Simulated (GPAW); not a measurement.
CdTe:

```
Te Cd
1.0
     0.00000    3.20500    3.20500
     3.20500    0.00000    3.20500
     3.20500    3.20500    0.00000
Te Cd
1 1
Direct
  0.75000 0.75000 0.75000
  0.00000 0.00000 0.00000
```

Base run:

```yaml
Program: GPAW 26.7.0
Functional: LDA
Potentials_or_basis: the program's PAW data sets (release 1.2.1) made for this functional
Cutoff: 600 eV
Basis: pw
k_mesh: 7 × 7 × 7
Occupations: fermi-dirac, width 0.05 eV
Spin: no spin polarisation
```

Its results: band gap on the k mesh 0.61 eV, direct; pressure -0.5 GPa.

After a change of settings the same cell gave: band gap on the k mesh 0.87 eV, direct; pressure 3.8 GPa. Which change was it?
A. functional from LDA to RPBE; band points from 60 to 100
B. cutoff from 600 eV to 500 eV; k mesh from 7 × 7 × 7 to 6 × 6 × 6
C. functional from LDA to PBE; potentials or basis from the program's PAW data sets (release 1.2.1) made for this functional to GPAW PAW data sets (gpaw-data 1.2.1)

C.

Caveats: spin-orbit coupling is left out, which moves the levels of the heavy elements.

Not every run made on this cell is shown here.
